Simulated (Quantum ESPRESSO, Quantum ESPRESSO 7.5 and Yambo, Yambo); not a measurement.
**Quasiparticle gap of LiBr (Fm-3m) in Yambo**

How does a plane-wave GW calculation on LiBr (Fm-3m) run from the first input to the gap?

Main program and level: Quantum ESPRESSO 7.5 and Yambo 5.3.0; PBE and many-body steps on it, plane waves.

This is a report of a sequence of runs, with most program output left out.

## Step 1: Starting point

Symmetry: Fm-3m, No. 225, cubic system. Conventional cell: a = 5.501 Å, b = 5.501 Å, c = 5.501 Å, α = 90.00°, β = 90.00°, γ = 90.00°. Nearest to Li lie 6 Br at 2.75 Å. Nearest to Br lie 6 Li at 2.75 Å. Farther neighbours and most contacts between anions are not listed.

The cell and positions come from the Crystallography Open Database and are kept as given unless a step says otherwise.

## Step 2: Ground state

This step: Quantum ESPRESSO 7.5; DFT, PBE, plane waves, norm-conserving pseudopotentials.

The ground-state density comes first.

File pw.in:

```
&control
  calculation = 'scf'
  prefix = 'x'
  outdir = 'o'
  pseudo_dir = 'pseudo'
/
&system
  ibrav = 0
  nat = 2
  ntyp = 2
  ecutwfc = 76.0
  nbnd = 15
  force_symmorphic = .true.
/
&electrons
  conv_thr = 1e-10
  electron_maxstep = 80
  mixing_beta = 0.5
/
ATOMIC_SPECIES
  Li 6.94 Li.upf
  Br 79.904 Br.upf
CELL_PARAMETERS angstrom
  0.0000000000 2.7506500000 2.7506500000
  2.7506500000 0.0000000000 2.7506500000
  2.7506500000 2.7506500000 0.0000000000
ATOMIC_POSITIONS crystal
  Li 0.0000000000 0.0000000000 0.0000000000
  Br 0.5000000000 0.5000000000 0.5000000000
K_POINTS automatic
  6 6 6 0 0 0
```

Run with:

```sh
> OMP_NUM_THREADS=1 mpirun -n 4 pw.x -nk 4 -in pw.in > pw.out
```

It took 5 s on 4 MPI ranks of Arm Neoverse V1, shared host; peak memory 0.24 GiB; 20 s of CPU time.

This step gave:

* total energy: -3882.9009 eV
* gap: 4.938 eV
* k of the valence top: 0, 0, 0
* k of the conduction bottom: 0, 0, 0
* least direct gap: 4.938 eV

The gap is direct, at Γ.

## Step 3: Bands along the symmetry lines

Levels along a band path, at the cheap level, show where the edges lie and whether the meshes to come will hold them.

File pw.in:

```
&control
  calculation = 'bands'
  prefix = 'x'
  outdir = 'o'
  pseudo_dir = 'pseudo'
/
&system
  ibrav = 0
  nat = 2
  ntyp = 2
  ecutwfc = 76.0
  nbnd = 16
  force_symmorphic = .true.
/
&electrons
  conv_thr = 1e-9
  electron_maxstep = 80
  diago_full_acc = .true.
  diago_thr_init = 5e-6
/
ATOMIC_SPECIES
  Li 6.94 Li.upf
  Br 79.904 Br.upf
CELL_PARAMETERS angstrom
  0.0000000000 2.7506500000 2.7506500000
  2.7506500000 0.0000000000 2.7506500000
  2.7506500000 2.7506500000 0.0000000000
ATOMIC_POSITIONS crystal
  Li 0.0000000000 0.0000000000 0.0000000000
  Br 0.5000000000 0.5000000000 0.5000000000
K_POINTS crystal
  50
  0.00000000 0.00000000 0.00000000 1
  0.06250000 0.00000000 0.06250000 1
  0.12500000 0.00000000 0.12500000 1
  0.18750000 0.00000000 0.18750000 1
  0.25000000 0.00000000 0.25000000 1
  0.31250000 0.00000000 0.31250000 1
  0.37500000 0.00000000 0.37500000 1
  0.43750000 0.00000000 0.43750000 1
  0.50000000 0.00000000 0.50000000 1
  0.51562500 0.03125000 0.51562500 1
  0.53125000 0.06250000 0.53125000 1
  0.54687500 0.09375000 0.54687500 1
  0.56250000 0.12500000 0.56250000 1
  0.57812500 0.15625000 0.57812500 1
  0.59375000 0.18750000 0.59375000 1
  0.60937500 0.21875000 0.60937500 1
  0.62500000 0.25000000 0.62500000 1
  0.37500000 0.37500000 0.75000000 1
  0.32812500 0.32812500 0.65625000 1
  0.28125000 0.28125000 0.56250000 1
  0.23437500 0.23437500 0.46875000 1
  0.18750000 0.18750000 0.37500000 1
  0.14062500 0.14062500 0.28125000 1
  0.09375000 0.09375000 0.18750000 1
  0.04687500 0.04687500 0.09375000 1
  0.00000000 0.00000000 0.00000000 1
  0.06250000 0.06250000 0.06250000 1
  0.12500000 0.12500000 0.12500000 1
  0.18750000 0.18750000 0.18750000 1
  0.25000000 0.25000000 0.25000000 1
  0.31250000 0.31250000 0.31250000 1
  0.37500000 0.37500000 0.37500000 1
  0.43750000 0.43750000 0.43750000 1
  0.50000000 0.50000000 0.50000000 1
  0.50000000 0.46875000 0.53125000 1
  0.50000000 0.43750000 0.56250000 1
  0.50000000 0.40625000 0.59375000 1
  0.50000000 0.37500000 0.62500000 1
  0.50000000 0.34375000 0.65625000 1
  0.50000000 0.31250000 0.68750000 1
  0.50000000 0.28125000 0.71875000 1
  0.50000000 0.25000000 0.75000000 1
  0.50000000 0.21875000 0.71875000 1
  0.50000000 0.18750000 0.68750000 1
  0.50000000 0.15625000 0.65625000 1
  0.50000000 0.12500000 0.62500000 1
  0.50000000 0.09375000 0.59375000 1
  0.50000000 0.06250000 0.56250000 1
  0.50000000 0.03125000 0.53125000 1
  0.50000000 0.00000000 0.50000000 1
```

Elapsed: 4.2 s, on 4 MPI ranks; peak memory 0.21 GiB.

This step gave:

```
gap                        : 4.933 eV
k of the valence top       : 0.0938, 0.0938, 0.1875
k of the conduction bottom : 0, 0, 0
least direct gap           : 4.938 eV
```

The gap is 4.933 eV, −0.005 eV from the run before at this level.

Electronic bands along the path, in eV, zero at the top of the highest filled band:

```csv
point,band 7,band 8,band 9,band 10,band 11,band 12,band 13,band 14
Γ,-13.44,0.00,0.00,0.00,4.93,10.52,10.52,10.52
halfway,-13.13,-1.59,-0.62,-0.62,7.16,8.25,8.36,11.05
X,-12.78,-2.88,-1.14,-1.14,6.24,7.12,11.61,12.43
halfway,-12.78,-2.78,-1.38,-1.06,6.43,7.55,11.30,11.59
U,-12.80,-2.49,-1.85,-0.86,6.64,8.73,10.30,10.57
jump to K,-12.80,-2.49,-1.85,-0.86,6.64,8.73,10.30,10.57
halfway,-13.12,-1.81,-0.90,-0.09,6.72,8.86,8.96,9.34
Γ,-13.44,0.00,0.00,0.00,4.93,10.52,10.52,10.52
halfway,-13.22,-1.68,-0.14,-0.14,5.97,9.20,9.20,9.74
L,-12.97,-2.88,-0.27,-0.27,5.63,8.11,8.11,11.75
halfway,-12.88,-2.60,-1.34,-0.61,7.06,7.88,9.22,10.67
W,-12.78,-2.14,-2.14,-1.14,8.01,8.57,9.45,9.45
halfway,-12.78,-2.68,-1.47,-1.14,6.76,7.83,10.60,10.99
X,-12.78,-2.88,-1.14,-1.14,6.24,7.12,11.61,12.43
```

## Step 4: Empty states on the mesh, 4×4×4 mesh, 210 bands

The sums over transitions need many empty states on a uniform mesh; this step solves for them.

File pw.in:

```
&control
  calculation = 'nscf'
  prefix = 'x'
  outdir = 'o'
  pseudo_dir = 'pseudo'
/
&system
  ibrav = 0
  nat = 2
  ntyp = 2
  ecutwfc = 76.0
  nbnd = 210
  force_symmorphic = .true.
/
&electrons
  conv_thr = 1e-9
  electron_maxstep = 80
  diago_full_acc = .true.
  diago_thr_init = 5e-6
/
ATOMIC_SPECIES
  Li 6.94 Li.upf
  Br 79.904 Br.upf
CELL_PARAMETERS angstrom
  0.0000000000 2.7506500000 2.7506500000
  2.7506500000 0.0000000000 2.7506500000
  2.7506500000 2.7506500000 0.0000000000
ATOMIC_POSITIONS crystal
  Li 0.0000000000 0.0000000000 0.0000000000
  Br 0.5000000000 0.5000000000 0.5000000000
K_POINTS automatic
  4 4 4 0 0 0
```

It took 15 s on 4 MPI ranks; peak memory 0.42 GiB.

Numbers from this step:

```
gap                                                           : 4.938 eV
k of the valence top                                          : 0, 0, 0
k of the conduction bottom                                    : 0, 0, 0
least direct gap                                              : 4.938 eV
k points computed                                             : 8
lowest point of the top converged band, above the valence top : 156.8991 eV
```

On this mesh the gap is 4.938 eV.

## Step 5: Conversion and set-up

This step: Yambo 5.3.0; conversion and set-up on PBE, plane waves, norm-conserving pseudopotentials.

The states are converted to the many-body program's format and the q mesh is built.

Run with:

```sh
> (cd o/x.save; p2y > p2y.log; mv SAVE ../..); yambo > setup.log
```

Run time: 2.3 s. Hardware: 1 MPI rank; peak memory 0.24 GiB.

## Step 6: Screening and self-energy, 4×4×4 mesh, 210 bands, screening to 231.3 eV

Now the one-shot GW correction: screening in the RPA, then the self-energy of the levels asked for.

This step: G0W0 on PBE, plane waves, norm-conserving pseudopotentials.

File gw1.in:

```
HF_and_locXC
gw0
dyson
ppa
em1d
rim_cut
RandQpts= 1000000
RandGvec= 1 RL
EXXRLvcs= 76 Ry
VXCRLvcs= 304 Ry
Chimod= "HARTREE"
% BndsRnXp
 1 | 210 |
%
NGsBlkXp= 17 Ry
% LongDrXp
 1 | 1 | 1 |
%
% GbndRnge
 1 | 210 |
%
DysSolver= "n"
ExtendOut
PPAPntXp= 27.21138 eV
% QPkrange
 1 | 1 | 9 | 12 |
%
```

Run with:

```sh
> OMP_NUM_THREADS=1 mpirun -n 4 yambo -F gw1.in -J gw1 -C gw1 > gw1.log
```

Run time: 2.3 min. Hardware: 4 MPI ranks; peak memory 1.6 GiB.

Numbers from this step:

* G0W0 gap on the points computed: 7.905 eV
* starting gap on the mesh: 4.938 eV
* k of the valence top: 0, 0, 0
* k of the conduction bottom: 0, 0, 0
* least direct G0W0 gap on the computed points: 7.905 eV
* Z at the valence top: 0.8187
* Z at the conduction bottom: 0.8481

The gap on the mesh goes from 4.94 eV to 7.90 eV, a correction of +2.97 eV.

Limits: finite bands, cutoff and mesh; no spin-orbit coupling; coarse k mesh. v1 is the top filled band, c1 the lowest empty one. The levels before and after the correction (eV, zero at the valence-band top of each column):

```csv
,conduction bottom,valence top
Kohn-Sham,4.94,0.00
G0W0,7.90,0.00
```

```csv
,level,energy (eV)
Kohn-Sham,Γ v2-v1,0.000
Kohn-Sham,Γ c1,4.938
Kohn-Sham,Γ c2,10.521
G0W0,Γ v2-v1,0.000
G0W0,Γ c1,7.905
G0W0,Γ c2,14.098
```

## Step 7: Where the time went

Times are wall times on the hardware named with each run, good to a factor of about two.

```csv
step,time,share,memory (GiB)
ground state,5 s,3 %,0.24
bands along the symmetry lines,4.2 s,3 %,0.21
empty states on the mesh,15 s,9 %,0.42
conversion and set-up,2.3 s,1 %,0.24
screening and self-energy,2.3 min,84 %,1.6
```

## Step 8: Outcome

| Property | Result |
| --- | --- |
| PBE gap | 4.93 eV, indirect (only 5 meV under the direct gap) |
| G0W0 gap on the mesh | 7.90 eV |
| GW settings | 4×4×4 mesh, 210 bands, screening to 231.3 eV, Godby-Needs plasmon pole |
| known limits | not at the basis limit; no spin-orbit coupling; coarse k mesh |

G0W0 moves the gap on the mesh from 4.94 eV to 7.90 eV (+2.97 eV), with Z of 0.82 and 0.85 at the edges. Only 1 of the mesh's irreducible points was corrected, so a valley elsewhere could overtake. The dearest step here is «screening and self-energy». Bands and cutoff are finite, so the gap is not at the basis limit. The miss can reach some tenths of an eV and take either sign; the mesh is an error of its own. In the G0W0 run levels were corrected at 1 k point alone, so a gap called «on the mesh» is the least over those, and an edge elsewhere would be missed. The 4×4×4 mesh is coarse for this cell, which bears on the long-range parts of exchange and screening. The many-body steps are scalar-relativistic: spin-orbit coupling is not in them.

[Paths, hosts, dates, memory and timing lines, banners, echoed tables and standing remarks are left out of the program output.]

[Logs are printed without paths, hosts, clocks, repeated set-up lines and the standing remarks that a program may print on its own settings, such as how far it seeks lower states.]

[Runs of the session that timed out or met a known fault of the program may be left out.]

[Hosts, paths, dates, database ids (printed as entryN), source tags and the programs' standing remarks are cut or masked in the printed files.]
